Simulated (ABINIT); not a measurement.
C:

```
C
1.0
     2.52210    0.00000    0.00000
    -1.26105    2.18420    0.00000
     0.00000    0.00000   12.35570
C
12
Cartesian
  1.2611 0.7281 4.3760
  0.0000 1.4561 10.5539
  1.2611 0.7281 1.8018
  0.0000 1.4561 7.9797
  1.2611 0.7281 5.9205
  0.0000 1.4561 12.0983
  1.2611 0.7281 0.2574
  0.0000 1.4561 6.4352
  0.0000 0.0000 10.0390
  0.0000 0.0000 3.8612
  0.0000 0.0000 8.4945
  0.0000 0.0000 2.3167
```

This is a hexagonal form of diamond, not graphite.

Program: ABINIT 10.8.3 (patched build). Alike in all runs: task single point; no spin polarisation; cell as given; k mesh 7 × 7 × 2; cutoff (eV) 544; smearing fermi-dirac 0.05 eV.

Question: Order these runs on this cell by their pressure, lowest first.
A. level PBE; potentials or basis JTH PAW PBE v2.0
B. level LDA; potentials or basis JTH PAW LDA v2.0
C. level PBEsol; potentials or basis JTH PAW PBE v2.0

Answer: B (-13.5 GPa), C (-5.0 GPa), A (1.6 GPa).

Caveats: the atomic spheres overlap; the PAW data sets were made with another functional, which shifts forces and pressure a little (some runs).
